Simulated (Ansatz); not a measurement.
# CdTe: the cost of one run

Computed with Ansatz 0.2.0 (DFT PBEsol, scalar-relativistic, plane waves, PAW, unless a step's input says otherwise).

The COD entry's cell or inner coordinates are ideal or old and differ from later refinements, so a difference from it is no clean test against experiment.

4 further runs of the same task are left out: 1 that didn't finish, 3 set aside as unsound or not needed.

## (1) The starting structure

The structure is cubic, space group F-43m (No. 216). Conventional cell: a = 6.489 Å, b = 6.489 Å, c = 6.489 Å, α = 90.00°, β = 90.00°, γ = 90.00°. Cd (site symmetry -43m) is surrounded by 4 Te at 2.81 Å. Around Te (site symmetry -43m) lie 4 Cd at 2.81 Å.

Coordinates:

```cif
data_structure
_symmetry_space_group_name_H-M 'P 1'
_symmetry_Int_Tables_number 1
_cell_length_a 4.5887
_cell_length_b 4.5887
_cell_length_c 4.5887
_cell_angle_alpha 60.000
_cell_angle_beta 60.000
_cell_angle_gamma 60.000
_cell_volume 68.32
loop_
_atom_site_label
_atom_site_type_symbol
_atom_site_fract_x
_atom_site_fract_y
_atom_site_fract_z
_atom_site_occupancy
Cd1 Cd 0.00000 0.00000 0.00000 1
Te1 Te 0.75000 0.75000 0.75000 1
```

It is the result of an earlier relaxation at this level (volume 34.16 Å³/atom; gap on the mesh: 0.65 eV).

## (2) Relaxing at 25 GPa

At a set pressure the run lowers the enthalpy E + PV, so the energy alone may rise along the way.

input.yaml

```yaml
crystal:
  lattice:
    - [0.0, 3.2446715274, 3.2446715274]
    - [3.2446715274, 0.0, 3.2446715274]
    - [3.2446715274, 3.2446715274, 0.0]
  atoms:
    - { symbol: Cd, position: [0.0, 0.0, 0.0] }
    - { symbol: Te, position: [0.75, 0.75, 0.75] }
basis:
  ecutwfc: 420
kpoints:
  mp_grid: { grid: [8, 8, 8] }
hamiltonian:
  xc: pbesol
scf:
  occupations: { method: fixed }
output:
  forces: true
  stress: true
  eigenvalues: true
relax:
  adjacent_minimum: "off"
  f_tol: 0.001
  max_steps: 60
  cell: { stress_tol: 0.02, p_target: 25.0 }
```

Started as:

```sh
> ansatz run input.yaml --threads 1 --pin off --max-ram 3072MiB --backend cpu --events-out ev --progress --plain --runs-dir out
```

**Question.** How long does this run take on 1 thread of Intel Xeon 6975P-C (Granite Rapids), shared host, and how much memory does it need?

About 26 s, with a peak of 0.42 GiB.
